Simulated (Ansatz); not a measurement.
# C28N: the cost of one run

Program: Ansatz 0.2.0. Level of theory: DFT PBE, scalar-relativistic, plane waves, PAW. These are calculated values, not measurements.

5 further runs of the same task are left out: 1 that didn't finish, 4 set aside as unsound or not needed.

## Step 1: The system as given

Symmetry: P6_3/mmc, No. 194, hexagonal system. Conventional cell: a = 2.467 Å, b = 2.467 Å, c = 8.465 Å, α = 90.00°, β = 90.00°, γ = 120.00°. C (site symmetry -6m2) has 3 C at 1.42 Å as nearest neighbours.

As a file:

```
C
1.0
     2.46653    0.00000    0.00000
    -1.23327    2.13608    0.00000
     0.00000    0.00000    8.46545
C
4
Cartesian
  0.0000 0.0000 2.1164
  0.0000 0.0000 6.3491
  0.0000 1.4241 2.1164
  1.2333 0.7120 6.3491
```

It goes back to an entry of the Materials Project.

This cell was relaxed beforehand with the same method: volume 11.15 Å³/atom, gap on the mesh none (metal).

## Step 2: Relaxing the first end

The supercell's rows are 1 -2 0; -3 -1 0; 0 0 -1 in vectors of the relaxed cell. Atom 29 is the N that will move.

File input.yaml:

```yaml
crystal:
  lattice:
    - [4.933065567, -4.2721600996, 0.0]
    - [-6.1663319588, -2.1360800497, 0.0]
    - [0.0, 0.0, -8.4654494173]
  atoms:
    - { symbol: C, position: [0.5714285714, 0.8571428571, 0.75] }
    - { symbol: C, position: [0.1428571429, 0.7142857143, 0.75] }
    - { symbol: C, position: [0.7142857143, 0.5714285714, 0.75] }
    - { symbol: C, position: [0.2857142857, 0.4285714286, 0.75] }
    - { symbol: C, position: [0.8571428571, 0.2857142857, 0.75] }
    - { symbol: C, position: [0.4285714286, 0.1428571429, 0.75] }
    - { symbol: C, position: [0.0, 0.0, 0.75] }
    - { symbol: C, position: [0.5714285714, 0.8571428571, 0.25] }
    - { symbol: C, position: [0.1428571429, 0.7142857143, 0.25] }
    - { symbol: C, position: [0.7142857143, 0.5714285714, 0.25] }
    - { symbol: C, position: [0.2857142857, 0.4285714286, 0.25] }
    - { symbol: C, position: [0.8571428571, 0.2857142857, 0.25] }
    - { symbol: C, position: [0.4285714286, 0.1428571429, 0.25] }
    - { symbol: C, position: [0.0, 0.0, 0.25] }
    - { symbol: C, position: [0.3333333333, 0.6666666667, 0.75] }
    - { symbol: C, position: [0.9047619048, 0.5238095238, 0.75] }
    - { symbol: C, position: [0.4761904762, 0.380952381, 0.75] }
    - { symbol: C, position: [0.0476190476, 0.2380952381, 0.75] }
    - { symbol: C, position: [0.619047619, 0.0952380952, 0.75] }
    - { symbol: C, position: [0.1904761905, 0.9523809524, 0.75] }
    - { symbol: C, position: [0.7619047619, 0.8095238095, 0.75] }
    - { symbol: C, position: [0.5238095238, 0.619047619, 0.25] }
    - { symbol: C, position: [0.0952380952, 0.4761904762, 0.25] }
    - { symbol: C, position: [0.6666666667, 0.3333333333, 0.25] }
    - { symbol: C, position: [0.2380952381, 0.1904761905, 0.25] }
    - { symbol: C, position: [0.8095238095, 0.0476190476, 0.25] }
    - { symbol: C, position: [0.380952381, 0.9047619048, 0.25] }
    - { symbol: C, position: [0.9523809524, 0.7619047619, 0.25] }
    - { symbol: "N", position: [0.7938537393, 0.8375116132, 0.4635146456] }
basis:
  ecutwfc: 420
  xc_grid: 2
kpoints:
  mp_grid: { grid: [4, 4, 3], shift: [0.0, 0.0, 0.0] }
hamiltonian:
  xc: pbe
scf:
  occupations: { method: gaussian, width: 0.1 }
output:
  forces: true
  stress: false
  eigenvalues: true
  write_density: true
  write_potential: true
  elf: true
  volumetric_format: npy
relax:
  adjacent_minimum: "off"
  f_tol: 0.02
  max_steps: 60
```

Run with:

```sh
ansatz run input.yaml --threads 4 --pin off --max-ram 10240MiB --backend cpu --events-out ev --progress --plain --runs-dir out
```

Q: Estimate wall time and peak memory on 4 threads of Arm Neoverse N1, shared host.

About 11 min, with a peak of 1.4 GiB.
